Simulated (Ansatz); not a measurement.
**From the elastic tensor of GaN to moduli and sound speeds**

Method: DFT HSE06, scalar-relativistic, plane waves, PAW (Ansatz). Plane waves to 420 eV; Γ-centred k mesh 8×8×8; fixed occupations. No spin polarisation.

It takes space group Fm-3m (No. 225, cubic). Conventional cell: a = 4.209 Å, b = 4.209 Å, c = 4.209 Å, α = 90.00°, β = 90.00°, γ = 90.00°. Ga (site symmetry m-3m) is surrounded by 6 N at 2.10 Å. Around N (site symmetry m-3m) lie 6 Ga at 2.10 Å.

The cell is the ideal cubic rocksalt prototype; this isn't the usual structure of the compound.

Relaxed-ion constants (GPa, on the Cartesian axes of the calculation):
```
379.1 185.7 185.7   0.0   0.0   0.0
185.7 379.1 185.7   0.0   0.0   0.0
185.7 185.7 379.1   0.0   0.0   0.0
  0.0   0.0   0.0 235.9   0.0   0.0
  0.0   0.0   0.0   0.0 235.9   0.0
  0.0   0.0   0.0   0.0   0.0 235.9
```

Density 7.460 g/cm³; 2 atoms in 18.64 Å³.

The values that follow are for a polycrystal of randomly turned grains, by Hill's mean where one number stands. In a crystal this anisotropic the Voigt and Reuss bounds lie far apart, so Hill's mean and the sound speeds and Debye temperature from it are rough.

- Bulk modulus, Voigt / Reuss / Hill: 250.2 / 250.2 / 250.2 GPa
- Shear modulus, Voigt / Reuss / Hill: 180.2 / 149.7 / 164.9 GPa
- Young's modulus: 406 GPa
- Poisson ratio: 0.230
- Pugh ratio B/G: 1.52
- Universal anisotropy index: 1.02
- Longitudinal and transverse sound speeds: 7938 and 4702 m/s
- Debye temperature from the mean sound speed: 737 K

Cost: 1 run of about 4.3 core-minutes, on Arm Neoverse V1 (shared hosts).

The tensor meets the elastic stability conditions for a cubic crystal, but its resistance to shear depends strongly on direction. The constant for shear on the cube planes, 235.9 GPa, is well above half the difference between 379.1 and 185.7 GPa, which measures resistance to tetragonal distortion. A single crystal is therefore stiffest in tension along the body diagonals and most compliant along the cube axes, where the Ga–N bonds lie.

The shear constant also exceeds the off-diagonal 185.7 GPa. Purely central forces would make the two equal in this structure at zero pressure, so angle-dependent or many-body forces must contribute, probably through polar-covalent Ga–N bonding. Long-range electrostatics between the ions probably adds to the anisotropy, since in the rocksalt arrangement it stiffens cube-plane shear and weakens resistance to tetragonal distortion. The low Pugh ratio suggests brittle behaviour, though it is only an empirical guide and says nothing direct about dislocation motion or fracture. Stability against homogeneous strain doesn't rule out soft phonons at finite wavevector.
